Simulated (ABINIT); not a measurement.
Here is an ABINIT 10.8.3 (patched build) calculation.

run.abi

```
# Pseudopotentials
pp_dirpath "./"
pseudos "Ga.GGA_PBE-JTH.xml"

# Structure
acell 8.4082796997 8.408294156 5.2254706798
rprim
     1.0000000000     0.0000000000     0.0000000000
    -0.5000002641     0.8660252513     0.0000000000
     0.0000000000     0.0000000000     1.0000000000
ntypat 1
znucl 31
natom 2
typat 1 1
xcart
    -0.0000255807     2.5689195112     1.3826000000
     2.2247555807     1.2844404888     1.3826000000 Angstrom

# Plane-wave basis
ecut 20.0
pawecutdg 40.0
pawxcdev 0

# k points
kptopt 1
ngkpt 7 7 10
nshiftk 1
shiftk 0.0 0.0 0.0

# Exchange and correlation
ixc 15

# Bands and occupations
nband 17
occopt 3
tsmear 0.05 eV

# SCF cycle
nstep 100
tolvrs 1.0e-9

# Output
iomode 3
prtwf 0
prtden 0
prteig 0
prtebands 0
enunit 1
```

Potentials or basis: JTH PAW PBE v2.0.

Run with:

```sh
$ abinit run.abi > log 2>&1
```

**Question.** What does it give for the band gap on the k mesh?

**Answer.** None (metal or under the smearing width).

**Question.** Estimate the pressure.

**Answer.** 1.8 GPa.

Stress tensor (GPa, compression positive):
```
2.26 0.00 0.00
0.00 2.26 0.00
0.00 0.00 0.80
```

Caveat: the PAW data sets were made with another functional, which shifts forces and pressure a little.
